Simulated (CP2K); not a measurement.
## Equation of state of MnO under PBE

```cif
data_structure
_symmetry_space_group_name_H-M 'Fm-3m'
_symmetry_Int_Tables_number 225
_cell_length_a 4.4478
_cell_length_b 4.4478
_cell_length_c 4.4478
_cell_angle_alpha 90.000
_cell_angle_beta 90.000
_cell_angle_gamma 90.000
_cell_volume 87.99
loop_
_atom_site_label
_atom_site_type_symbol
_atom_site_symmetry_multiplicity
_atom_site_Wyckoff_symbol
_atom_site_fract_x
_atom_site_fract_y
_atom_site_fract_z
_atom_site_occupancy
Mn1 Mn 4 a 0.00000 0.00000 0.00000 1
O1 O 4 b 0.00000 0.00000 0.50000 1
```

The cell is a database's computed one, not the measured one.

The cell was scaled at fixed shape and fractions and run with CP2K, GTH_POTENTIALS Mn GTH-PBE-q15; POTENTIAL_UZH O GTH-PBE-q6; TZVP-MOLOPT-SR-GTH, TZVP-MOLOPT-PBE-GTH basis; PBE, k mesh 10 × 10 × 10 on the cell of 2 atoms, fermi-dirac occupations of 0.05 eV, collinear spin, ferromagnetic start, no spin-orbit coupling. Energies are those that the program minimises, any entropy of the smearing included. For a metal such a mesh isn't converged to the digits shown. The magnetic state is the one that the start led to, which needn't be the lowest.

```csv
V (Å³/atom),energy over the lowest row (meV/atom)
10.3390,27.24
10.5590,14.04
10.7789,5.60
10.9989,?
11.2189,0.00
11.4389,1.81
11.6589,6.64
```

Problem. Fit the third-order Birch-Murnaghan form, give V0, B0 and B′, and predict the energy left open.

Solution. With y = (V0/V)^(2/3), E = E0 + (9 V0 B0/16) [(y - 1)³ B′ + (y - 1)² (6 - 4y)]. Least squares through the rows shown give V0 = 11.1812 Å³/atom, E0 = -0.12 meV, B0 = 115.8 GPa (1 eV/Å³ = 160.218 GPa) and B′ = 5.73, with a largest miss of 0.11 meV, so B0 and B′ are loose. At V = 10.9989 the form with these constants gives 0.99 meV; the run gave 1.21 meV an atom.
